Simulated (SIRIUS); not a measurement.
Set up this calculation in SIRIUS 7.12.0, as the native input.

```
Task                                        : single point
Functional                                  : PBEsol
Potentials or basis                         : all-electron FP-LAPW
Cutoff                                      : 200 eV
Basis                                       : apw+lo standard
k mesh                                      : 10 × 10 × 2
Occupations                                 : fermi-dirac, width 0.05 eV
Spin                                        : no spin polarisation
Muffin tin radii                            : Mo 2.3, S 2.07 bohr
Basis cutoff (gk_cutoff)                    : 3.83 1/bohr
Cutoff of density and potential (pw_cutoff) : 20 1/bohr
lmax of the basis                           : 10
lmax of density and potential               : 8
Valence relativity                          : iora
Core states                                 : Mo 1s2s2p3s3p3d, S 1s
Local orbitals (radial functions)           : Mo 13, S 12
Reference energy of the basis               : 0.06 Ha
Smallest sphere radius times basis cutoff   : 7.93
Start of the SCF                            : LDA density
```

MoS2, a slab with vacuum:

```xyz
6
Lattice="3.1845 0.0000 0.0000 -1.5923 2.7579 0.0000 0.0000 0.0000 21.6705" Properties=species:S:1:pos:R:3 pbc="T T T"
Mo    0.0000    1.8386   18.4451
Mo    1.5923    0.9193    3.2254
S     1.5923    0.9193   16.8949
S     0.0000    1.8386    1.6741
S     1.5923    0.9193   19.9965
S     0.0000    1.8386    4.7756
```

One way to write it, as run:

sirius.json

```json
{
  "control": {
    "processing_unit": "cpu",
    "std_evp_solver_name": "lapack",
    "gen_evp_solver_name": "lapack",
    "verbosity": 2,
    "print_forces": true,
    "ortho_rf": true,
    "use_second_variation": true,
    "rmt_max": 3.0,
    "num_bands_to_print": 24,
    "save_wf": true
  },
  "parameters": {
    "electronic_structure_method": "full_potential_lapwlo",
    "xc_functionals": ["XC_GGA_X_PBE_SOL", "XC_GGA_C_PBE_SOL"],
    "core_relativity": "dirac",
    "valence_relativity": "iora",
    "num_fv_states": 57,
    "smearing": "fermi_dirac",
    "smearing_width": 0.0018374661,
    "pw_cutoff": 20,
    "gk_cutoff": 3.83,
    "lmax_apw": 10,
    "lmax_rho": 8,
    "lmax_pot": 8,
    "num_mag_dims": 0,
    "auto_rmt": 0,
    "ngridk": [10, 10, 2],
    "shiftk": [0, 0, 0],
    "num_dft_iter": 80,
    "energy_tol": 1e-07,
    "density_tol": 1e-05,
    "use_symmetry": true
  },
  "settings": {"tol_ne": 1e-10},
  "iterative_solver": {"type": "exact"},
  "mixer": {"type": "anderson", "beta": 0.5, "max_history": 8},
  "unit_cell": {
    "lattice_vectors": [[6.0179111844, 0.0, 0.0], [-3.0089555922, 5.2116639634, 0.0], [0.0, 0.0, 40.951375595]],
    "atom_types": ["Mo", "S"],
    "atom_files": {"Mo": "Mo.json", "S": "S.json"},
    "atoms": {
      "Mo": [[0.3333333333, 0.6666666667, 0.85116023], [0.6666666667, 0.3333333333, 0.14883977]],
      "S": [
        [0.6666666667, 0.3333333333, 0.77962539],
        [0.3333333333, 0.6666666667, 0.077251],
        [0.6666666667, 0.3333333333, 0.922749],
        [0.3333333333, 0.6666666667, 0.22037461]
      ]
    }
  }
}
```

Mo.json

```json
{
  "name": "molybdenum",
  "symbol": "Mo",
  "number": 42,
  "mass": 95.96,
  "rmin": 1e-06,
  "rmt": 2.3,
  "nrmt": 800,
  "rinf": 17.03,
  "core": "1s2s2p3s3p3d",
  "valence": [
    {"basis": [{"enu": -0.14, "dme": 0, "n": 0, "auto": 0}, {"enu": -0.14, "dme": 1, "n": 0, "auto": 0}]},
    {"l": 0, "n": 1, "basis": [{"enu": -0.04, "dme": 0, "n": 0, "auto": 0}]},
    {"l": 1, "n": 2, "basis": [{"enu": -0.04, "dme": 0, "n": 0, "auto": 0}]},
    {"l": 2, "n": 3, "basis": [{"enu": -0.04, "dme": 0, "n": 0, "auto": 0}]},
    {"l": 3, "n": 4, "basis": [{"enu": -0.04, "dme": 0, "n": 0, "auto": 0}]}
  ],
  "lo": [
    {"l": 0, "basis": [{"enu": -0.04, "dme": 0, "n": 0, "auto": 0}, {"enu": -0.04, "dme": 1, "n": 0, "auto": 0}]},
    {
      "l": 0,
      "basis": [{"enu": -2.2559, "dme": 0, "n": 4, "auto": 1}, {"enu": -2.2559, "dme": 1, "n": 4, "auto": 1}]
    },
    {
      "l": 0,
      "basis": [{"enu": -2.2559, "dme": 1, "n": 4, "auto": 1}, {"enu": -0.04, "dme": 0, "n": 0, "auto": 0}]
    },
    {
      "l": 0,
      "basis": [{"enu": -0.04, "dme": 0, "n": 0, "auto": 0}, {"enu": 2.9846, "dme": 0, "n": 0, "auto": 0}]
    },
    {"l": 1, "basis": [{"enu": -0.04, "dme": 0, "n": 0, "auto": 0}, {"enu": -0.04, "dme": 1, "n": 0, "auto": 0}]},
    {
      "l": 1,
      "basis": [{"enu": -1.3113, "dme": 0, "n": 4, "auto": 1}, {"enu": -1.3113, "dme": 1, "n": 4, "auto": 1}]
    },
    {
      "l": 1,
      "basis": [{"enu": -1.3113, "dme": 1, "n": 4, "auto": 1}, {"enu": -0.04, "dme": 0, "n": 0, "auto": 0}]
    },
    {
      "l": 1,
      "basis": [{"enu": -0.04, "dme": 0, "n": 0, "auto": 0}, {"enu": 3.4383, "dme": 0, "n": 0, "auto": 0}]
    },
    {"l": 2, "basis": [{"enu": -0.04, "dme": 0, "n": 0, "auto": 0}, {"enu": -0.04, "dme": 1, "n": 0, "auto": 0}]},
    {"l": 2, "basis": [{"enu": -0.04, "dme": 1, "n": 0, "auto": 0}, {"enu": -0.04, "dme": 2, "n": 0, "auto": 0}]},
    {"l": 2, "basis": [{"enu": -0.04, "dme": 0, "n": 0, "auto": 0}, {"enu": 2.909, "dme": 0, "n": 0, "auto": 0}]},
    {"l": 3, "basis": [{"enu": -0.04, "dme": 0, "n": 0, "auto": 0}, {"enu": -0.04, "dme": 1, "n": 0, "auto": 0}]},
    {
      "l": 3,
      "basis": [{"enu": -0.04, "dme": 0, "n": 0, "auto": 0}, {"enu": 3.2492, "dme": 0, "n": 0, "auto": 0}]
    }
  ],
  "free_atom": [... radial grid and density of the free atom, the start of the SCF ...]
}
```

S.json

```json
{
  "name": "sulphur",
  "symbol": "S",
  "number": 16,
  "mass": 32.065,
  "rmin": 1e-06,
  "rmt": 2.07,
  "nrmt": 800,
  "rinf": 13.52,
  "core": "1s",
  "valence": [
    {"basis": [{"enu": -0.14, "dme": 0, "n": 0, "auto": 0}, {"enu": -0.14, "dme": 1, "n": 0, "auto": 0}]},
    {"l": 0, "n": 1, "basis": [{"enu": -0.1766, "dme": 0, "n": 0, "auto": 0}]},
    {"l": 1, "n": 2, "basis": [{"enu": -0.04, "dme": 0, "n": 0, "auto": 0}]},
    {"l": 2, "n": 3, "basis": [{"enu": -0.04, "dme": 0, "n": 0, "auto": 0}]},
    {"l": 3, "n": 4, "basis": [{"enu": -0.04, "dme": 0, "n": 0, "auto": 0}]}
  ],
  "lo": [
    {
      "l": 0,
      "basis": [{"enu": -0.1766, "dme": 0, "n": 0, "auto": 0}, {"enu": -0.1766, "dme": 1, "n": 0, "auto": 0}]
    },
    {
      "l": 0,
      "basis": [{"enu": -0.1766, "dme": 1, "n": 0, "auto": 0}, {"enu": -0.1766, "dme": 2, "n": 0, "auto": 0}]
    },
    {
      "l": 0,
      "basis": [{"enu": -7.5163, "dme": 0, "n": 2, "auto": 1}, {"enu": -7.5163, "dme": 1, "n": 2, "auto": 1}]
    },
    {
      "l": 0,
      "basis": [{"enu": -0.1766, "dme": 0, "n": 0, "auto": 0}, {"enu": 2.6239, "dme": 0, "n": 0, "auto": 0}]
    },
    {"l": 1, "basis": [{"enu": -0.04, "dme": 0, "n": 0, "auto": 0}, {"enu": -0.04, "dme": 1, "n": 0, "auto": 0}]},
    {
      "l": 1,
      "basis": [{"enu": -5.5282, "dme": 0, "n": 2, "auto": 1}, {"enu": -5.5282, "dme": 1, "n": 2, "auto": 1}]
    },
    {
      "l": 1,
      "basis": [{"enu": -5.5282, "dme": 1, "n": 2, "auto": 1}, {"enu": -0.04, "dme": 0, "n": 0, "auto": 0}]
    },
    {
      "l": 1,
      "basis": [{"enu": -0.04, "dme": 0, "n": 0, "auto": 0}, {"enu": 4.2541, "dme": 0, "n": 0, "auto": 0}]
    },
    {"l": 2, "basis": [{"enu": -0.04, "dme": 0, "n": 0, "auto": 0}, {"enu": -0.04, "dme": 1, "n": 0, "auto": 0}]},
    {"l": 2, "basis": [{"enu": -0.04, "dme": 1, "n": 0, "auto": 0}, {"enu": -0.04, "dme": 2, "n": 0, "auto": 0}]},
    {
      "l": 2,
      "basis": [{"enu": -0.04, "dme": 0, "n": 0, "auto": 0}, {"enu": 3.6007, "dme": 0, "n": 0, "auto": 0}]
    },
    {"l": 3, "basis": [{"enu": -0.04, "dme": 0, "n": 0, "auto": 0}, {"enu": -0.04, "dme": 1, "n": 0, "auto": 0}]}
  ],
  "free_atom": [... radial grid and density of the free atom, the start of the SCF ...]
}
```

sirius_start.json

```json
{
  "control": {
    "processing_unit": "cpu",
    "std_evp_solver_name": "lapack",
    "gen_evp_solver_name": "lapack",
    "verbosity": 1,
    "print_forces": false,
    "ortho_rf": true,
    "use_second_variation": true,
    "rmt_max": 3.0,
    "num_bands_to_print": 24,
    "save_wf": false
  },
  "parameters": {
    "electronic_structure_method": "full_potential_lapwlo",
    "xc_functionals": ["XC_LDA_X", "XC_LDA_C_PW"],
    "core_relativity": "dirac",
    "valence_relativity": "iora",
    "num_fv_states": 57,
    "smearing": "fermi_dirac",
    "smearing_width": 0.0055123983,
    "pw_cutoff": 20,
    "gk_cutoff": 3.06,
    "lmax_apw": 10,
    "lmax_rho": 8,
    "lmax_pot": 8,
    "num_mag_dims": 0,
    "auto_rmt": 0,
    "ngridk": [4, 4, 1],
    "shiftk": [0, 0, 0],
    "num_dft_iter": 30,
    "energy_tol": 0.01,
    "density_tol": 0.05,
    "use_symmetry": true
  },
  "settings": {"tol_ne": 1e-10},
  "iterative_solver": {"type": "exact"},
  "mixer": {"type": "anderson", "beta": 0.5, "max_history": 8},
  "unit_cell": {
    "lattice_vectors": [[6.0179111844, 0.0, 0.0], [-3.0089555922, 5.2116639634, 0.0], [0.0, 0.0, 40.951375595]],
    "atom_types": ["Mo", "S"],
    "atom_files": {"Mo": "Mo.json", "S": "S.json"},
    "atoms": {
      "Mo": [[0.3333333333, 0.6666666667, 0.85116023], [0.6666666667, 0.3333333333, 0.14883977]],
      "S": [
        [0.6666666667, 0.3333333333, 0.77962539],
        [0.3333333333, 0.6666666667, 0.077251],
        [0.6666666667, 0.3333333333, 0.922749],
        [0.3333333333, 0.6666666667, 0.22037461]
      ]
    }
  }
}
```

Potentials or basis: all-electron FP-LAPW, apw+lo standard.

Run with:

```sh
$ OMP_NUM_THREADS=1 sirius.scf --input=sirius_start.json --output=start.json
$ OMP_NUM_THREADS=1 sirius.scf --input=sirius.json --output=output.json --task=1
```

It gave:

```yaml
Largest_force: 0.134 eV/Å
Band_gap_on_the_k_mesh: 1.38 eV, indirect (least direct gap 1.89 eV)
All_electrons_inside_the_program's_atomic_spheres: Mo 39.61; S 14.15 (radii Mo 2.3, S 2.07 bohr)
```

Run time: 35 min on 1 thread of Intel(R) Xeon(R) Processor @ 2.50GHz (Skylake/Cascade Lake), with other jobs on the host, peak memory 1.6 GiB.
